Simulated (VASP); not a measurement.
# Be: single point with LDA

Be:

```
Be
1.0
     6.87000    0.00000    0.00000
    -3.43500    5.94960    0.00000
     0.00000    0.00000    7.17686
Be
36
Direct
  0.96824 0.04219 0.01409
  0.18998 0.26822 0.25908
  0.05398 0.01133 0.46838
  0.14128 0.23575 0.76603
  0.02809 0.31987 0.02780
  0.10345 0.52199 0.26955
  0.00622 0.27390 0.50525
  0.14847 0.58372 0.72482
  0.01112 0.61641 0.97754
  0.09584 0.86845 0.22586
  0.97808 0.67467 0.48642
  0.05332 0.83796 0.73301
  0.32742 0.00109 0.01999
  0.47689 0.18880 0.29199
  0.28986 0.93206 0.47322
  0.48895 0.24072 0.80089
  0.38178 0.32779 0.02112
  0.49656 0.60377 0.26434
  0.35114 0.33066 0.51010
  0.47939 0.52462 0.75111
  0.30766 0.68307 0.98421
  0.38427 0.84196 0.24024
  0.35180 0.60929 0.47905
  0.43672 0.90171 0.76549
  0.63032 0.04478 0.98701
  0.83087 0.17900 0.28415
  0.67133 0.04062 0.48928
  0.81649 0.27141 0.77552
  0.68313 0.36337 0.97942
  0.80974 0.52388 0.24383
  0.71641 0.33357 0.49979
  0.73910 0.50183 0.74112
  0.73364 0.70580 0.00925
  0.79727 0.86473 0.24515
  0.64714 0.59070 0.48222
  0.77498 0.94301 0.78787
```

The cell was built by a generator and needn't be a form met in nature.

* Program: VASP 6.6.1
* Task: single point
* Functional: LDA
* Potentials or basis: VASP PAW LDA potentials, release 64 (Be)
* Cutoff: 520 eV
* k mesh: 2 × 2 × 2
* Occupations: fermi-dirac, width 0.24 eV
* Spin: no spin polarisation
* Dipole correction: no
* Further INCAR settings: LREAL = Auto; ALGO = Fast; EDIFF = 1e-06; NBANDS = 60

```
Pressure               : 4.3 GPa
Largest force          : 4.823 eV/Å
Band gap on the k mesh : none (metal or under the smearing width)
```

Forces on the atoms (eV/Å):
```
Be   2.135 -2.182  0.330
Be  -0.814 -0.943 -0.116
Be  -1.292 -0.152  0.877
Be   0.149 -0.498  0.078
Be  -1.356  3.118 -0.666
Be   0.247  0.805 -0.210
Be  -0.006  1.595  1.441
Be  -0.155 -0.988 -0.220
Be  -1.828  0.038  0.464
Be   0.236 -0.266  0.027
Be   0.377 -0.554 -0.448
Be  -0.024  1.308  0.910
Be  -0.321  0.133 -0.966
Be  -0.267  0.363 -1.242
Be   1.493  0.203  1.968
Be  -1.744 -3.517 -2.802
Be  -1.962  0.872  0.311
Be  -0.630 -2.011 -3.013
Be   0.464 -1.699  0.439
Be  -2.447  1.174  0.687
Be   2.710 -0.305  0.610
Be   1.543  0.764  0.182
Be  -1.628  1.856  1.488
Be   0.496 -0.220 -1.472
Be   1.425 -0.914  1.521
Be  -0.387  1.430 -3.259
Be  -0.602 -3.591  1.868
Be   0.843 -1.109 -0.780
Be   1.150  0.739  3.445
Be  -1.562  0.182 -0.510
Be  -0.056  0.821 -0.212
Be   2.249  3.871 -1.028
Be   0.193 -1.335 -0.920
Be  -0.243  0.494  1.843
Be   0.867  1.333  1.067
Be   0.745 -0.809 -1.693
```

Stress tensor (GPa, compression positive):
```
 4.84  0.12 -0.94
 0.12  7.86  0.77
-0.94  0.77  0.34
```

Levels at points of the mesh, in eV from the Fermi level:
| k point | band 32 | band 33 | band 34 | band 35 | band 36 | band 37 | band 38 | band 39 | band 40 | band 41 |
| --- | --- | --- | --- | --- | --- | --- | --- | --- | --- | --- |
| (0.00, 0.00, 0.00) | -0.66 | -0.52 | -0.36 | -0.13 | 0.00 | 0.17 | 0.29 | 0.49 | 0.51 | 0.58 |
| (0.50, 0.00, 0.00) | -1.43 | -0.87 | -0.76 | -0.36 | -0.13 | 0.63 | 0.96 | 1.10 | 1.21 | 1.29 |
| (0.00, 0.50, 0.00) | -1.42 | -1.05 | -0.81 | -0.67 | -0.21 | 0.56 | 0.87 | 1.03 | 1.32 | 1.44 |
| (0.50, 0.50, 0.00) | -1.26 | -1.07 | -0.89 | -0.21 | -0.15 | 0.40 | 0.77 | 0.92 | 1.17 | 1.43 |
| (0.00, 0.00, 0.50) | -1.74 | -1.49 | -1.13 | -1.10 | -0.57 | -0.29 | -0.19 | 0.34 | 0.94 | 1.95 |
| (0.50, 0.00, 0.50) | -1.67 | -1.12 | -1.00 | -0.78 | -0.61 | 0.64 | 0.78 | 1.16 | 1.29 | 1.46 |
| (0.00, 0.50, 0.50) | -1.54 | -1.46 | -1.15 | -1.02 | -0.78 | 0.69 | 1.04 | 1.22 | 1.33 | 1.39 |
| (0.50, 0.50, 0.50) | -1.59 | -1.42 | -1.12 | -0.98 | -0.71 | 0.74 | 0.89 | 1.29 | 1.44 | 1.69 |

It took 2.6 min on 1 thread of AMD EPYC 9R45 (Zen 5), on a shared host, peak memory 0.3 GiB.

Caveat: the k mesh is coarse (spacing up to 0.53 Å⁻¹), so the values aren't converged; forces of over 1 eV/Å show positions far from the minimum, so gaps and moduli don't describe the material at rest.
